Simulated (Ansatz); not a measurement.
MoS2 in the 3R-MoS2-type structure, relaxed with r2SCAN+rVV10, was run in the PAW code Ansatz under altered settings. All numbers are computed, without spin polarisation but where a row says otherwise.

```
Mo S
1.0
     1.58759    0.91660    6.19394
    -1.58759    0.91660    6.19394
     0.00000   -1.83319    6.19394
Mo S
1 2
Cartesian
  0.0000 0.0000 -0.0003
  0.0000 0.0000 7.7486
  0.0000 0.0000 4.6395
```

The base run's other keys:
```yaml
kpoints:
  mp_grid: { grid: [4, 4, 4] }
hamiltonian:
  xc: hse06
scf:
  occupations: { method: fixed }
  n_extra_bands: 4
```

It takes 17 iterations with 1035 plane waves at 420 eV and 13 k points, and leaves a mean stress of -2.77 GPa. The gap over this mesh is 1.752 eV. It ran on 4 threads of Arm Neoverse N1, with other jobs on the host.

Outcomes, with energy and stress as changes against the base:
```tsv
setting	outcome	ΔF (meV/atom)	Δ mean stress (GPa)	gap on the mesh (eV)	iterations	wall time
PBE hybrid, exx coeff 0.2, omega 0.1 1/Å	converged	–	+0.7	1.876	17	16 s
hamiltonian.xc: cam_b3lyp	converged	–	+2.3	4.136	25	21 s
PBE hybrid, exx coeff 0.1, omega 0.5 1/Å	converged	–	+3.4	1.304	16	16 s
PBE hybrid, exx coeff 0.5, omega 0.5 1/Å	converged	–	-1.9	1.642	23	19 s
hamiltonian.dispersion: d4	converged	-389	-3.3	1.752	18	16 s
```
A dash marks a value that wasn't obtained or can't be compared. Stress is positive in compression. The base took 17 s.

- hamiltonian.xc: cam_b3lyp. The mean stress moves by +2.3 GPa and the gap on the mesh by +2.384 eV (to 4.136). It's another functional on the same cell, so totals aren't comparable.
- PBE hybrid, exx coeff 0.1, omega 0.5 1/Å. That is 10 % exact exchange, screened with ω = 0.5 1/Å, against HSE06's 25 % screened at 0.208 1/Å. The mean stress moves by +3.4 GPa and the gap on the mesh by -0.448 eV (to 1.304). Totals of different functionals aren't comparable.
- PBE hybrid, exx coeff 0.5, omega 0.5 1/Å. That is 50 % exact exchange, screened with ω = 0.5 1/Å, against HSE06's 25 % screened at 0.208 1/Å. The mean stress moves by -1.9 GPa and the gap on the mesh by -0.110 eV (to 1.642). Totals of different functionals aren't comparable.
- hamiltonian.dispersion: d4. The free energy moves by -389 meV an atom, the mean stress by -3.3 GPa and the gap on the mesh by 0.000 eV (to 1.752). A pairwise correction adds to energy, forces and stress and leaves the bands alone.

The runs are scalar-relativistic, without spin-orbit coupling.

The stress of a hybrid is loosely converged in these runs.

The meshes of the hybrids are coarse, so their gaps aren't converged to the digits shown.
